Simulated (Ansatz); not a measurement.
# PbSe: band gap under strain

Aim: follow the gap of rocksalt PbSe through these states: no strain; -0.5 % equal strain in all directions; -2.0 % biaxial strain in x and y, free along z. The table at the end shows which levels were run.

Program: Ansatz 0.2.0. PAW datasets, plane waves. No spin polarisation and no zero-point or thermal motion.

### Step 1. Starting point

The unstrained cell was relaxed with r2SCAN; in each strained cell the atoms were relaxed again with r2SCAN. Names of k-points are those of the unstrained zone, where strain can split equivalent points. First state: no strain.

Space group Fm-3m (No. 225), cubic; conventional cell a = 6.177 Å, 29.47 Å³ an atom. Pb has 6 Se at 3.09 Å; Se has 6 Pb at 3.09 Å.

Coordinates:

```
CELL_PARAMETERS angstrom
0.00000 3.08870 3.08870
3.08870 0.00000 3.08870
3.08870 3.08870 0.00000
ATOMIC_POSITIONS crystal
Pb 0.00000 0.00000 0.00000
Se 0.50000 0.50000 0.50000
```

### Step 2. No strain: PBE

Contents of input.yaml:

```yaml
crystal:
  lattice:
    - [0.0, 3.0887022205, 3.0887022205]
    - [3.0887022205, 0.0, 3.0887022205]
    - [3.0887022205, 3.0887022205, 0.0]
  atoms:
    - { symbol: Pb, position: [0.0, 0.0, 0.0] }
    - { symbol: Se, position: [0.5, 0.5, 0.5] }
kpoints:
  mp_grid: { grid: [8, 8, 8] }
  band_path:
    path:
      - [0.0, 0.0, 0.0]
      - [0.5, 0.0, 0.5]
      - [0.625, 0.25, 0.625]
      - [0.375, 0.375, 0.75]
      - [0.5, 0.5, 0.5]
      - [0.5, 0.25, 0.75]
      - [0.0, 0.0, 0.5]
    npoints: 1
hamiltonian:
  xc: pbe
scf:
  occupations: { method: fermi_dirac, width: 0.02 }
  n_extra_bands: 4
output:
  forces: true
  stress: true
  eigenvalues: true
  write_density: true
  write_potential: true
  elf: true
  volumetric_format: npy
```

On the command line:

```console
$ ansatz run input.yaml --threads 4 --pin off --max-ram 4608MiB --backend cpu --events-out ev --progress --plain --runs-dir out
```

Further steps of the session: No strain: r2SCAN; No strain: HSE06; -0.5 % equal strain in all directions: PBE; -0.5 % equal strain in all directions: r2SCAN; -0.5 % equal strain in all directions: HSE06; -2.0 % biaxial strain in x and y, free along z: PBE; -2.0 % biaxial strain in x and y, free along z: r2SCAN; -2.0 % biaxial strain in x and y, free along z: HSE06.

Q: Predict the outcome of this session.

As calculated:

Least gap in eV (negative: overlap), with the change from the unstrained cell in brackets:

| state | volume change (%) | PBE | r2SCAN | HSE06 |
| --- | --- | --- | --- | --- |
| no strain | +0.0 | 0.37 | 0.66 | 0.79 |
| -0.5 % equal strain in all directions | -1.5 | 0.33 (-0.04) | 0.61 (-0.05) | 0.73 (-0.06) |
| -2.0 % biaxial strain in x and y, free along z | -3.6 | 0.24 (-0.13) | 0.52 (-0.14) | 0.63 (-0.16) |

What this shows: The largest move of the HSE06 gap in the table is -0.157 eV, under -2.0 % biaxial strain in x and y, free along z. PBE and HSE06 differ by 0.42 eV on the unstrained gap, and by at most 0.02 eV on its change: the two disagree on the size of the gap but agree on its response to strain. Spin-orbit coupling is left out of the table, though the cell holds Pb (Z = 82); in an element this heavy it can shift bands and gaps by tenths of an eV.
